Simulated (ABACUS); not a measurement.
GaAs:

```
As Ga
1.0
     0.00000    2.82685    2.82685
     2.82685    0.00000    2.82685
     2.82685    2.82685    0.00000
As Ga
1 1
Cartesian
  4.2403 4.2403 4.2403
  0.0000 0.0000 0.0000
```

| Property | Result |
| --- | --- |
| Program | ABACUS 3.10.1 |
| Task | relaxation of cell and atoms |
| Functional | HLE16 |
| Potentials or basis | PseudoDojo NC SR 0.4.1 PBE standard |
| Cutoff | 1143 eV |
| Density cutoff | 4572 eV |
| Basis | plane waves |
| k mesh | 6 × 6 × 6 |
| Occupations | fermi-dirac, width 0.05 eV |
| Spin | no spin polarisation |

At the start: pressure -5.1 GPa; volume 22.59 Å³/atom.

Q: How do energy, volume and symmetry change on relaxing?

A: Over 4 steps the energy falls by 26.5 meV/atom and the volume is 21.02 Å³/atom (-7.0 %); space group F-43m (No. 216, to 0.05 Å).

The path:
```
step  energy change (eV)  largest force (eV/Å)  pressure (GPa)  volume (Å³)
   1              0.0000                0.0000           -5.06        45.18
   2             -0.0196                0.0000           -4.14        44.49
   3             -0.0526                0.0000            0.48        41.78
   4             -0.0530                0.0000           -0.06        42.04
```

Final structure:
```cif
data_structure
_symmetry_space_group_name_H-M 'P 1'
_symmetry_Int_Tables_number 1
_cell_length_a 3.9028
_cell_length_b 3.9028
_cell_length_c 3.9028
_cell_angle_alpha 60.000
_cell_angle_beta 60.000
_cell_angle_gamma 60.000
_cell_volume 42.04
loop_
_atom_site_label
_atom_site_type_symbol
_atom_site_fract_x
_atom_site_fract_y
_atom_site_fract_z
_atom_site_occupancy
As1 As 0.75000 0.75000 0.75000 1
Ga1 Ga 0.00000 0.00000 0.00000 1
```

Caveat: the potentials were made for a functional far from this one; the potentials were made for another functional, which shifts forces and pressure.
